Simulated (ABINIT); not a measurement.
Runs of ABINIT 10.8.3 (patched build) on PbSe (Clausthalite). It takes space group Fm-3m (No. 225, cubic). The conventional cell has a = 6.121 Å, b = 6.121 Å, c = 6.121 Å, α = 90.00°, β = 90.00°, γ = 90.00°. Pb (site symmetry m-3m) is surrounded by 6 Se at 3.06 Å. Se (site symmetry m-3m) has 6 Pb at 3.06 Å as nearest neighbours. 

```tsv
task	level	potentials or basis	cell	k mesh	cutoff (eV)	smearing	fine-grid cutoff	cell freedom (optcell)	optimiser (ionmov)	cutoff smearing ecutsm (Ha)	force stop (Ha/bohr)	gap on the mesh (eV)	pressure (GPa)	V0 of scaled cells (Å³/atom)	B0 (GPa)
equation of state	PBE	JTH PAW PBE v2.0 sp	as given	6 × 6 × 6	408	fermi-dirac 0.05 eV	816.342 eV	-	-	-	-	-	-	30.01	(b)
equation of state	LDA-Teter	JTH PAW LDA v2.0 sp	as given	8 × 8 × 8	408	fermi-dirac 0.05 eV	816.342 eV	-	-	-	-	-	-	27.63	59
band structure	SOGGA	JTH PAW PBE v2.0 sp	as given	8 × 8 × 8	408	fermi-dirac 0.05 eV	816.342 eV	-	-	-	-	0.18	-1.2	-	-
band structure	PBE	JTH PAW PBE v2.0 sp	as given	8 × 8 × 8	408	fermi-dirac 0.05 eV	816.342 eV	-	-	-	-	0.31	2.4	-	-
band structure	RPBE	JTH PAW PBE v2.0 sp	as given	8 × 8 × 8	408	fermi-dirac 0.05 eV	816.342 eV	-	-	-	-	0.40	(a)	-	-
relaxation of cell and atoms	PBE	PseudoDojo NC SR PBE v0.4.1 standard	relaxed	6 × 6 × 6	1061	fermi-dirac 0.05 eV	-	2	22	0.5	2e-05	(d)	0.0	-	-
single point	PBE	SG15 NC PBE v1.2	as given	6 × 6 × 6	490	fixed	-	-	-	-	-	0.28	2.4	-	-
equation of state	LDA-VWN	JTH PAW LDA v2.0 sp	as given	8 × 8 × 8	408	fermi-dirac 0.05 eV	816.342 eV	-	-	-	-	-	-	(c)	59
```

Alike in all rows: no spin polarisation.

Task: Estimate the missing entries.

Result: (a) 4.2; (b) 49; (c) 27.58; (d) 0.44.

Caveats: this set keeps more shells in the core, which shifts pressures and gaps (some runs); spin-orbit coupling is left out, which as a rule narrows the gap of such compounds by several tenths of an eV (some runs); pressures at fixed basis lie under the slope of the energies (some runs); the PAW data sets were made with another functional, which shifts forces and pressure a little (some runs).

A k mesh can miss the band edges, and the runs leave out spin-orbit coupling on Pb, Se.

Not every run made on this cell is shown here.
